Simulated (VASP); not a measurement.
**Cu3Au (Auricupride): band structure with SCAN**

Cu3Au (Auricupride):

```
Au Cu
1.0
     3.74000    0.00000    0.00000
     0.00000    3.74000    0.00000
     0.00000    0.00000    3.74000
Au Cu
1 3
Direct
  0.00000 0.00000 0.00000
  0.50000 0.50000 0.00000
  0.50000 0.00000 0.50000
  0.00000 0.50000 0.50000
```

```yaml
Program: VASP 6.6.1
Task: band structure
Functional: SCAN
Potentials_or_basis: VASP PAW PBE potentials, release 64 (Au, Cu)
Cutoff: 520 eV
k_mesh: 5 × 5 × 5
Occupations: fermi-dirac, width 0.05 eV
Spin: spin-orbit coupling, no magnetisation
Further_INCAR_settings: ALGO = Normal; EDIFF = 1e-06; NBANDS = 58
```

```yaml
Pressure: -3.9 GPa
Valence_electrons_inside_the_program's_atomic_spheres: Au 9.78; Cu 10.00
```

It took 25 min on 1 thread of Intel(R) Xeon(R) Platinum 8375C CPU @ 2.90GHz (Ice Lake) (shared host), peak memory 0.33 GiB.

Caveat: the PAW data sets were made with another functional, which shifts forces and pressure a little.
